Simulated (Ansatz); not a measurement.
Wires are cut from relaxed bulk TaN (Fm-3m, not its usual structure, 10.47 Å³/atom, gap on the mesh 0.00 eV); atoms and period are relaxed, and energies count from that bulk.

Method: DFT PBEsol, scalar-relativistic, plane waves, PAW (Ansatz).

Cutoff 420 eV, Gaussian smearing of 0.05 eV, energies at zero smearing, symmetry of each start kept, no spin polarisation.

| start | atoms | k mesh | excess energy (eV per host atom) | line energy (eV/Å) | period (Å) | gap on the mesh (eV) |
| --- | --- | --- | --- | --- | --- | --- |
| [110] wire, 10 host atoms a period | 10 | 1×1×17 | 1.001 | 3.266 | 3.065 | 0 |
| [110] wire, 14 host atoms a period | 14 | 1×1×17 | 0.784 | 3.568 | 3.076 | 0 |

Spin-orbit coupling is left out, which matters for the bands of heavy elements.

Each run keeps its start's symmetry and one magnetic start, so lower states can exist.

Cost: 2 runs of about 35 core-minutes in all, on Intel Xeon Platinum 8259CL (Skylake/Cascade Lake) (shared hosts).